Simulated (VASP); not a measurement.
# AlN (P6_3mc) in VASP: a series of runs

The runs below take AlN through relaxation of shape and atoms at fixed volume, with PBE.

Everything below comes from runs of VASP 6.6.1. Logs are shortened: lines on timing, memory, paths and dates and some standing lists are left out, and cuts for length are marked.

## Step 1: The undisturbed crystal

It takes space group P6_3mc (No. 186, hexagonal). The conventional cell has a = 3.113 Å, b = 3.113 Å, c = 4.981 Å, α = 90.00°, β = 90.00°, γ = 120.00°. Al (site symmetry 3m) has 4 N at 1.89 Å as nearest neighbours. N (site symmetry 3m) is surrounded by 4 Al at 1.89 Å.

## Step 2: Relaxation of shape and atoms at fixed volume, PBE (a relaxed cell with its volume scaled by 1.03)

Input file INCAR:

```
PREC = Accurate
ENCUT = 900
EDIFF = 1E-7
ISMEAR = 0
SIGMA = 0.02
LREAL = False
LASPH = True
NELM = 60
ALGO = Fast
ISIF = 4
LWAVE = False
LCHARG = False
GGA = PE
IBRION = 2
NSW = 80
EDIFFG = -0.002
```

Input file KPOINTS:

```
Automatic mesh
0
Gamma
  12 12 6
```

Input file POSCAR:

```
AlN                                     
1.0
    3.1586664433     -0.0000000000     -0.0000000000
   -1.5793332217      2.7354853799      0.0000000000
    0.0000000000      0.0000000000      5.0639463559
  Al              N             
     2     2
Direct
     0.3333333300000021    0.6666666699999979    0.9992341336011743
     0.6666666699999979    0.3333333300000021    0.4992341336011744
     0.3333333300000021    0.6666666699999979    0.3807658663988282
     0.6666666699999979    0.3333333300000021    0.8807658663988283
```

Potentials or basis: VASP PAW PBE potentials, release 64 (Al, N_h).

Launch:

```sh
$ cat potpaw_PBE.64/Al/POTCAR potpaw_PBE.64/N_h/POTCAR > POTCAR
$ mpirun -np 1 vasp_std > vasp.out
```

OUTCAR:

```text
PREC = Accurate
   ENCUT = 900
   EDIFF = 1E-7
   ISMEAR = 0
   LREAL = False
   LASPH = True
   NELM = 60
   ISIF = 4
   GGA = PE
   IBRION = 2
   NSW = 80
   EDIFFG = -0.002

 ion  position               nearest neighbor table
   1  0.333  0.667  0.999-   4 1.92   4 1.92   4 1.92   3 1.93   2 3.12   2 3.12   2 3.12   2 3.12
                             2 3.12   2 3.12
   2  0.667  0.333  0.499-   3 1.92   3 1.92   3 1.92   4 1.93   1 3.12   1 3.12   1 3.12   1 3.12
                             1 3.12   1 3.12
   3  0.333  0.667  0.381-   2 1.92   2 1.92   2 1.92   1 1.93
   4  0.667  0.333  0.881-   1 1.92   1 1.92   1 1.92   2 1.93

  LATTYP: Found a hexagonal cell.
 ALAT       =     3.1586664433
 C/A-ratio  =     1.6031912349

  Lattice vectors:

 A1 = (   3.1586664433,   0.0000000000,   0.0000000000)
 A2 = (  -1.5793332217,   2.7354853799,   0.0000000000)
 A3 = (   0.0000000000,   0.0000000000,   5.0639463559)

Analysis of symmetry for initial positions (statically):
=====================================================================
 Subroutine PRICEL returns:
 Original cell was already a primitive cell.

 Routine SETGRP: Setting up the symmetry group for a
 hexagonal supercell.

 Subroutine GETGRP returns: Found 12 space group operations
 (whereof  6 operations were pure point group operations)
 out of a pool of 24 trial point group operations.

The static configuration has the point symmetry C_3v.
 The point group associated with its full space group is C_6v.

Analysis of symmetry for dynamics (positions and initial velocities):
=====================================================================
 Subroutine PRICEL returns:
 Original cell was already a primitive cell.

 Routine SETGRP: Setting up the symmetry group for a
 hexagonal supercell.

 Subroutine GETGRP returns: Found 12 space group operations
 (whereof  6 operations were pure point group operations)
 out of a pool of 24 trial point group operations.

The dynamic configuration has the point symmetry C_3v.
 The point group associated with its full space group is C_6v.

 Subroutine INISYM returns: Found 12 space group operations
 (whereof  6 operations are pure point group operations),
 and found     1 'primitive' translations

----------------------------------------------------------------------------------------

                                     Primitive cell

  volume of cell :      43.7550

  direct lattice vectors                    reciprocal lattice vectors
     3.158666443  0.000000000  0.000000000     0.316589301  0.182782918  0.000000000
    -1.579333222  2.735485380  0.000000000     0.000000000  0.365565836  0.000000000
     0.000000000  0.000000000  5.063946356     0.000000000  0.000000000  0.197474446

  length of vectors
     3.158666443  3.158666442  5.063946356     0.365565836  0.365565836  0.197474446

  position of ions in fractional coordinates (direct lattice)
     0.333333330  0.666666670  0.999234134
     0.666666670  0.333333330  0.499234134
     0.333333330  0.666666670  0.380765866
     0.666666670  0.333333330  0.880765866

  ion indices of the primitive-cell ions
   primitive index   ion index
                 1           1
                 2           2
                 3           3
                 4           4

----------------------------------------------------------------------------------------

 KPOINTS: Automatic mesh

Automatic generation of k-mesh.
 Grid dimensions read from file:
 generate k-points for:   12   12    6

 Generating k-lattice:

  Cartesian coordinates                     Fractional coordinates (reciprocal lattice)
     0.026382442  0.015231910  0.000000000     0.083333333  0.000000000  0.000000000
     0.000000000  0.030463820  0.000000000     0.000000000  0.083333333  0.000000000
     0.000000000  0.000000000  0.032912408     0.000000000  0.000000000  0.166666667

  Length of vectors
     0.030463820  0.030463820  0.032912408

  Shift w.r.t. Gamma in fractional coordinates (k-lattice)
     0.000000000  0.000000000  0.000000000

 Subroutine IBZKPT returns following result:
 ===========================================

 Found     76 irreducible k-points:

 Following reciprocal coordinates:
            Coordinates               Weight
  0.000000  0.000000  0.000000      1.000000
  0.083333  0.000000  0.000000      6.000000
  0.166667  0.000000  0.000000      6.000000
  0.250000  0.000000  0.000000      6.000000
  0.333333 -0.000000  0.000000      6.000000
  0.416667 -0.000000  0.000000      6.000000
[... 16 lines left out ...]
  0.250000  0.000000  0.166667     12.000000
  0.333333 -0.000000  0.166667     12.000000
 [... further k-points ...]
   k-points           NKPTS =     76   k-points in BZ     NKDIM =     76   number of bands    NBANDS=     12
   number of dos      NEDOS =    301   number of ions     NIONS =      4
   total plane-waves  NPLWV =  51200
   dimension x,y,z NGX =    32 NGY =   32 NGZ =   50
   dimension x,y,z NGXF=    64 NGYF=   64 NGZF=  100
   ions per type =               2   2
   NGX,Y,Z   is equivalent  to a cutoff of  16.84, 16.84, 16.41 a.u.
   NGXF,Y,Z  is equivalent  to a cutoff of  33.68, 33.68, 32.83 a.u.
 SYSTEM =  unknown system
   PREC   = accura    normal or accurate (medium, high low for compatibility)
   ISTART =      0    job   : 0-new  1-cont  2-samecut
   ICHARG =      2    charge: 1-file 2-atom 10-const
   ISPIN  =      1    spin polarized calculation?
   LNONCOLLINEAR =      F non collinear calculations
   LSORBIT =      F    spin-orbit coupling
   LASPH  =      T    aspherical Exc in radial PAW
   ENCUT  =  900.0 eV  66.15 Ry    8.13 a.u.   7.73  7.73 12.39*2*pi/ulx,y,z
   NELM   =     60;   NELMIN=  2; NELMDL= -5     # of ELM steps
   EDIFF  = 0.1E-06   stopping-criterion for ELM
   LREAL  =      F    real-space projection
   EDIFFG = -.2E-02   stopping-criterion for IOM
   NSW    =     80    number of steps for IOM
   IBRION =      2    ionic relax: 0-MD 1-quasi-New 2-CG
   NFREE  =      1    steps in history (QN), initial steepest desc. (CG)
   ISIF   =      4    stress and relaxation
   ISYM   =      2    0-nonsym 1-usesym 2-fastsym
   POTIM  = 0.5000    time-step for ionic-motion
   TEBEG  =    0.0;   TEEND  =   0.0 temperature during run
   PSTRESS=    0.0 pullay stress
   NELECT =      16.0000    total number of electrons
   NUPDOWN=      -1.0000    fix difference up-down
   EMIN   =  10.00;   EMAX   =-10.00  energy-range for DOS
   EFERMI =   0.00;   METHOD = LEGACY
   ISMEAR =     0;   SIGMA  =   0.02  broadening in eV -4-tet -1-fermi 0-gaus
   EFERMI_NEDOS =   21; number of points for ismear=-14 and -15
   IALGO  =     68    algorithm
   IMIX   =      4    mixing-type and parameters
     AMIX     =   0.40;   BMIX     =  1.00
     AMIX_MAG =   1.60;   BMIX_MAG =  1.00
  volume/ion in A,a.u.               =      10.94        73.82
  Fermi-wavevector in a.u.,A,eV,Ry     =   1.170682  2.212269 18.646746  1.370497
  Thomas-Fermi vector in A             =   2.307137
   LORBIT       =      0    0 simple, 1 ext, 2 COOP (PROOUT), +10 PAW based schemes
   GGA     = PE    functional components
   LHFCALC =     F    Hartree Fock is set to
   AEXX    =    0.0000 exact exchange contribution
   IVDW    =     0    specifies the selected vdW correction
   LEPSILON=     F    determine dielectric tensor
   LRPA    =     F    only Hartree local field effects (RPA)
 conjugate gradient relaxation of ions
 non-spin polarized calculation
 RMM-DIIS sequential band-by-band and
 Gauss-broadening in eV      SIGMA  =   0.02
  energy-cutoff  :      900.00
  volume of cell :       43.75
 maximum number of plane-waves:      2707
 NGX is ok and might be reduce to    32
   NGX = 15   NGY = 15   NGZ = 25

--------------------------------------- Ionic step        1  -------------------------------------------

 number of electron      16.0000000 magnetization

 Free energy of the ion-electron system (eV)
  ---------------------------------------------------
  ext. energy  EPLUGINS =         0.00000000
  ---------------------------------------------------
  free energy    TOTEN  =       -29.77418043 eV

  energy without entropy =      -29.77418043  energy(sigma->0) =      -29.77418043

------------------------ aborting loop because EDIFF is reached ----------------------------------------

  FORCE on cell =-STRESS in cart. coord.  units (eV):
  Direction    XX          YY          ZZ          XY          YZ          ZX
  --------------------------------------------------------------------------------------
  -------------------------------------------------------------------------------------
  Total       -1.5170517     -1.5170517     -1.4160334      0.0000000      0.0000000      0.0000000
  in kB      -55.5499552    -55.5499551    -51.8509634      0.0000000      0.0000000      0.0000000
  external PRESSURE =     -54.3169579 kB  Pullay stress =       0.0000000 kB
[... 137 lines left out ...]
  energy  without entropy=      -29.7742592676  energy(sigma->0) =      -29.77425927

--------------------------------------- Ionic step        5  -------------------------------------------

 number of electron      16.0000000 magnetization

 Free energy of the ion-electron system (eV)
  ---------------------------------------------------
  ext. energy  EPLUGINS =         0.00000000
  ---------------------------------------------------
  free energy    TOTEN  =       -29.77426060 eV

  energy without entropy =      -29.77426060  energy(sigma->0) =      -29.77426060

 E-fermi :   6.1661     XC(G=0): -10.7246

 val. band max:        6.0086841497   @ k =   0.0000   0.0000   0.0000
 cond. band min:       9.8284029602   @ k =   0.0000   0.0000   0.0000
 fundamental gap:      3.8197188104
 Fermi energy:         6.1661115705

 k-point     1 :       0.0000    0.0000    0.0000
  band No.  band energies     occupation
      1      -8.8888      2.00000
      2      -6.8941      2.00000
      3       0.2258      2.00000
      4       5.1970      2.00000
      5       5.1970      2.00000
      6       5.8287      2.00000
      7       5.8287      2.00000
      8       6.0087      2.00000
      9       9.8284      0.00000
     10      12.3105      0.00000
     11      16.2487      0.00000
     12      16.8654      0.00000
[... 331 lines left out ...]
 k-point    24 :       0.3333   -0.0000    0.1667
  band No.  band energies     occupation
      1      -7.6417      2.00000
      2      -6.5044      2.00000
      3       1.2652      2.00000
      4       2.1827      2.00000
      5       2.7810      2.00000
      6       4.3196      2.00000
      7       5.2482      2.00000
      8       5.3856      2.00000
      9      11.6765      0.00000
     10      12.5133      0.00000
     11      14.1509      0.00000
     12      15.8338      0.00000

 [... further k-points ...]

------------------------ aborting loop because EDIFF is reached ----------------------------------------

  FORCE on cell =-STRESS in cart. coord.  units (eV):
  Direction    XX          YY          ZZ          XY          YZ          ZX
  --------------------------------------------------------------------------------------
  -------------------------------------------------------------------------------------
  Total       -1.4798123     -1.4798123     -1.4771291      0.0000000      0.0000000      0.0000000
  in kB      -54.1863566    -54.1863565    -54.0881074      0.0000000      0.0000000      0.0000000
  external PRESSURE =     -54.1536068 kB  Pullay stress =       0.0000000 kB
[... 19 lines left out ...]
  FREE ENERGIE OF THE ION-ELECTRON SYSTEM (eV)
  ---------------------------------------------------
  free  energy   TOTEN  =       -29.7742606034 eV

  energy  without entropy=      -29.7742606034  energy(sigma->0) =      -29.77426060

 reached required accuracy - stopping structural energy minimisation
```

It took 81 s on 1 thread of Intel Xeon 6975P-C (Granite Rapids), shared host; peak memory 0.28 GiB.

What came out:

- Free energy: -29.7743 eV
- Energy gained by relaxing: 0.0 meV/atom
- Ionic steps: 5
- Pressure after relaxing: -5.4 GPa
- Band gap on the k mesh: 3.82 eV, direct

Final structure:
```cif
data_structure
_symmetry_space_group_name_H-M 'P 1'
_symmetry_Int_Tables_number 1
_cell_length_a 3.1569
_cell_length_b 3.1569
_cell_length_c 5.0695
_cell_angle_alpha 90.000
_cell_angle_beta 90.000
_cell_angle_gamma 120.000
_cell_volume 43.75
loop_
_atom_site_label
_atom_site_type_symbol
_atom_site_fract_x
_atom_site_fract_y
_atom_site_fract_z
_atom_site_occupancy
Al1 Al 0.33333 0.66667 0.99946 1
Al2 Al 0.66667 0.33333 0.49946 1
N1 N 0.33333 0.66667 0.38054 1
N2 N 0.66667 0.33333 0.88054 1
```

Levels at points of the mesh, in eV from the valence-band top:
```
           k point  band 6  band 7  band 8  band 9  band 10  band 11
(0.00, 0.00, 0.00)   -0.18   -0.18    0.00    3.82     6.30    10.24
(0.50, 0.00, 0.00)   -2.00   -1.70   -0.66    5.68     5.70     7.80
(0.00, 0.00, 0.50)   -0.50   -0.50   -0.50    6.09     6.09     9.95
(0.50, 0.00, 0.50)   -1.40   -1.32   -1.32    5.16     5.16     8.98
```

Caveat: the cutoff is under 1.25 times the usual one of these potentials, so pressure, stress and relaxed cells hold a basis-set (Pulay) error. A k mesh can miss the band edges.

## Step 3: Relaxation of shape and atoms at fixed volume, PBE (a relaxed cell with its volume scaled by 0.94)

INCAR is that of step 2.

KPOINTS is that of step 2.

Changes to POSCAR since step 2:

```diff
@@ -2,5 +2,5 @@
 1.0
-    3.1586664433     -0.0000000000     -0.0000000000
-   -1.5793332217      2.7354853799      0.0000000000
-    0.0000000000      0.0000000000      5.0639463559
+    3.0638486617     -0.0000000000     -0.0000000000
+   -1.5319243309      2.6533707724      0.0000000000
+    0.0000000000      0.0000000000      4.9119353195
   Al              N
```

Potentials or basis: VASP PAW PBE potentials, release 64 (Al, N_h).

Launch:

```sh
$ cat potpaw_PBE.64/Al/POTCAR potpaw_PBE.64/N_h/POTCAR > POTCAR
$ mpirun -np 1 vasp_std > vasp.out
```

Wall time 98 s (1 thread of Intel Xeon 6975P-C (Granite Rapids), shared host); peak memory 0.25 GiB.

It converged, with:

| Property | Result |
| --- | --- |
| Free energy | -29.6864 eV |
| Energy gained by relaxing | 0.1 meV/atom |
| Ionic steps | 5 |
| Pressure after relaxing | 13.6 GPa |
| Band gap on the k mesh | 4.58 eV, direct |

Step by step:
```tsv
step	energy change (eV)	largest force (eV/Å)	pressure (GPa)	volume (Å³)
1	0.0000	0.0239	13.66	39.93
2	-0.0004	0.0325	13.61	39.93
3	-0.0004	0.0366	13.59	39.93
4	-0.0004	0.0308	13.56	39.93
5	-0.0005	0.0007	13.57	39.93
```

Final structure:
```xyz
4
Lattice="3.0684 0.0000 0.0000 -1.5342 2.6573 0.0000 0.0000 0.0000 4.8973" Properties=species:S:1:pos:R:3 pbc="T T T"
Al    0.0000    1.7716    4.8904
Al    1.5342    0.8858    2.4417
N     0.0000    1.7716    1.8679
N     1.5342    0.8858    4.3166
```

Levels at points of the mesh, in eV from the valence-band top:
```
           k point  band 6  band 7  band 8  band 9  band 10  band 11
(0.00, 0.00, 0.00)   -0.27   -0.27    0.00    4.58     7.00    10.99
(0.50, 0.00, 0.00)   -2.20   -1.86   -0.74    5.90     5.93     8.55
(0.00, 0.00, 0.50)   -0.61   -0.61   -0.61    6.83     6.83    10.68
(0.50, 0.00, 0.50)   -1.55   -1.42   -1.42    5.45     5.45     9.50
```

Caveat: the cutoff is under 1.25 times the usual one of these potentials, so pressure, stress and relaxed cells hold a basis-set (Pulay) error.

## Step 4: Relaxation of shape and atoms at fixed volume, PBE (a relaxed cell with its volume scaled by 1.06)

INCAR is that of step 3.

KPOINTS is that of step 3.

Changes to POSCAR since step 3:

```diff
@@ -2,5 +2,5 @@
 1.0
-    3.0638486617     -0.0000000000     -0.0000000000
-   -1.5319243309      2.6533707724      0.0000000000
-    0.0000000000      0.0000000000      4.9119353195
+    3.1890400993     -0.0000000000     -0.0000000000
+   -1.5945200497      2.7617897376      0.0000000000
+    0.0000000000      0.0000000000      5.1126411349
   Al              N
```

Launch:

```sh
$ cat potpaw_PBE.64/Al/POTCAR potpaw_PBE.64/N_h/POTCAR > POTCAR
$ mpirun -np 1 vasp_std > vasp.out
```

It took 83 s on 1 thread of Intel Xeon 6975P-C (Granite Rapids), shared host; peak memory 0.28 GiB.

Results (log left out):

| Item | Value |
| --- | --- |
| Free energy | -29.7143 eV |
| Energy gained by relaxing | 0.1 meV/atom |
| Ionic steps | 5 |
| Pressure after relaxing | -10.1 GPa |
| Band gap on the k mesh | 3.58 eV, direct |

The path:
```
step  energy change (eV)  largest force (eV/Å)  pressure (GPa)  volume (Å³)
   1              0.0000                0.0193          -10.13        45.03
   2             -0.0002                0.0174          -10.10        45.03
   3             -0.0002                0.0168          -10.10        45.03
   4             -0.0003                0.0050          -10.09        45.03
   5             -0.0003                0.0001          -10.10        45.03
```

Final structure:
```xyz
4
Lattice="3.1858 0.0000 0.0000 -1.5929 2.7590 0.0000 0.0000 0.0000 5.1230" Properties=species:S:1:pos:R:3 pbc="T T T"
Al    0.0000    1.8393    5.1212
Al    1.5929    0.9197    2.5597
N     0.0000    1.8393    1.9486
N     1.5929    0.9197    4.5101
```

Levels at points of the mesh, in eV from the valence-band top:
```csv
k point,band 6,band 7,band 8,band 9,band 10,band 11
"(0.00, 0.00, 0.00)",-0.16,-0.16,0.00,3.58,6.08,10.01
"(0.50, 0.00, 0.00)",-1.94,-1.65,-0.64,5.60,5.63,7.57
"(0.00, 0.00, 0.50)",-0.48,-0.48,-0.48,5.86,5.86,9.73
"(0.50, 0.00, 0.50)",-1.36,-1.29,-1.29,5.06,5.06,8.81
```

Caveat: the cutoff is under 1.25 times the usual one of these potentials, so pressure, stress and relaxed cells hold a basis-set (Pulay) error.

[end of part 1 of 2]
